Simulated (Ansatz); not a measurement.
Consider the following.

Starting cell, InN (zinc blende):

```
InN
1.0
    0.00000     5.04943     5.04943
    2.52471     2.52471     5.04943
    2.52471     2.52471     0.00000
N In
2 2
Cartesian
  3.78707   8.83650   8.83650
  3.78707   6.31178   6.31178
  0.00000   0.00000   0.00000
  2.52471   5.04943   2.52471
```

The atoms are displaced by Q × the pattern below (from a DFPT mode at X = (0.5, 0.5, 0.0), largest move 1; Q in Å), at fixed cell. (q is in reciprocal vectors of the primitive cell; the cell shown is doubled to hold the pattern.)

```tsv
atom	x	y	z
In3	0.000	0.000	1.000
In4	0.000	0.000	-1.000
```

Atoms not listed stay in place.

Level of theory: PBE (plane waves to 420 eV, PAW, scalar-relativistic; Ansatz, an electronic-structure program). k mesh 11×11×11 (Γ-centred), Fermi-Dirac smearing 0.05 eV. The energy includes the smearing's −TS. With partly filled bands, energies and forces of such displacements shift with the k mesh and the smearing. At this level the bands of InN touch or barely overlap; measurements give the solid a gap. InN was relaxed with its symmetry unable to fall. The PAW data are Ansatz's earlier set. The zero of ΔE is the undisplaced structure.

The scan covers Q from -0.180 to 0.180 Å in 13 points.

### Question
Which space group does the distorted structure have?

### Answer
P-4m2 (No. 115), lowered from F-43m.

### Question
What is the energy change at Q = 0.180 Å?

### Answer
660 meV/cell.

### Question
What harmonic wavenumber does the curvature at Q = 0 give?

### Answer
221 cm⁻¹.

(A displaced cell: forces are minus the slopes of the energy, force constants its curvatures, and phonons follow from these.)
